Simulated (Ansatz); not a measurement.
**α-phase Li₃N**

The numbers are results of r²SCAN (PAW; Ansatz, a first-principles code), not measurements.

Run with plane-wave cutoff 560 eV, 12×12×10 k mesh (along the axes of the cell as run), Fermi–Dirac smearing 0.01 eV, scalar-relativistic PAW data made under PBE.

Cell: relaxed at this level.

```json
{
 "volume_per_atom": "10.88 Å³/atom",
 "bulk_modulus": "56.2 GPa",
 "lattice_constant_a": "3.610 Å",
 "c axis length": "3.856 Å",
 "band_gap": "1.48 eV (indirect)",
 "smallest_direct_gap_on_the_k_points_sampled": "1.69 eV",
 "pressure derivative B′ of the bulk modulus": "3.8"
}
```

Measured, for comparison: band gap 2.15 eV (4 K, zero-point motion not removed, indirect, optical absorption, E parallel c; as tabulated in Brendecke and Bludau (1979), doi:10.1063/1.326533); lattice parameter c 3.866 Å (temperature not stated, no zero-point or thermal correction; as tabulated in "Time-of-flight neutron diffraction study of Li3N at high temperature  Sample …). Computed (rounded) less measured: band gap -0.67 eV, lattice parameter c -0.3 %.

Note: the bulk modulus comes from volumes at which shape and atoms were relaxed.

The computed numbers hold no vibrational or temperature effects.

Computing time: roughly 3 core-minutes.
